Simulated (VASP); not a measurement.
Set up this calculation in VASP 6.6.1, as the native input.

```
Task                   : single point
Functional             : PBEsol
Potentials or basis    : VASP PAW PBE potentials, release 64 (Sr_sv)
Cutoff                 : 520 eV
k mesh                 : 18 × 18 × 18
Occupations            : gaussian, width 0.1 eV
Spin                   : no spin polarisation
Further INCAR settings : ALGO = Normal; EDIFF = 1e-06
```

The structure of Sr lies in POSCAR:

```
Sr
1.0
    0.0000000000      2.9608200000      2.9608200000
    2.9608200000      0.0000000000      2.9608200000
    2.9608200000      2.9608200000      0.0000000000
Sr
1
Direct
    0.0000000000      0.0000000000      0.0000000000
```

One way to write it, as run:

INCAR

```
PREC = Accurate ; ENCUT = 520
EDIFF = 1E-6 ; ISMEAR = 0
SIGMA = 0.1 ; LREAL = False
LASPH = True ; NELM = 100
ALGO = Normal ; ISIF = 2
LWAVE = False ; LCHARG = True
GGA = PS ; LELF = True
LVHAR = True
```

KPOINTS

```
regular mesh
0
Gamma
  18 18 18
```

Potentials or basis: VASP PAW PBE potentials, release 64 (Sr_sv).

Launch:

```sh
$ cat potpaw_PBE.64/Sr_sv/POTCAR > POTCAR
$ mpirun -np 1 vasp_std > vasp.out
```

Results of the run:

```json
{
 "Pressure": "0.0 GPa",
 "Band gap on the k mesh": "none (metal or under the smearing width)"
}
```

Caveat: the PAW data sets were made with another functional, which shifts forces and pressure a little.

Wall time 38 s on 1 thread of Intel(R) Xeon(R) Platinum 8488C (Sapphire Rapids), with other jobs on the host, peak memory 0.24 GiB.
